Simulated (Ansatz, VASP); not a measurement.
**Hg2Se in VASP and in Ansatz**

```
CELL_PARAMETERS angstrom
4.15324 0.00000 0.00000
-2.07662 3.59681 0.00000
0.00000 0.00000 5.13023
ATOMIC_POSITIONS crystal
Hg 0.66667 0.33333 0.18223
Hg 0.33333 0.66667 0.81777
Se 0.00000 0.00000 0.50000
```

Change from the starting cell: species swapped into the SnBr2 type (P-3m1, No. 164).

Alike in both runs: functional PBE; k mesh 12 × 12 × 10; occupations gaussian, width 0.1 eV; no spin polarisation.

Ansatz relaxed the structure, and its values are those at the end. VASP's run is a single point on that final structure, the one shown.

```csv
,VASP,Ansatz
version,VASP 6.6.1,Ansatz 0.2.0
potentials or method,"VASP PAW PBE potentials, release 64 (Hg, Se)","scalar-relativistic, plane waves, PAW"
plane-wave cutoff (eV),520,420
valence electrons in the cell,30,56
```

```tsv
	VASP	Ansatz	Ansatz less VASP
gap on the k mesh at the Fermi level (eV)	none	none	-
pressure (GPa)	0.3	0.0	-0.25
rms of the force components (eV/Å)	0.005	0.000	-0.0047
```

A gap of «none» marks a metal or a gap that the smearing closes. The two sets of potentials don't hold the same shells in valence.

The runs have no spin-orbit coupling, so splittings on Hg are missing.
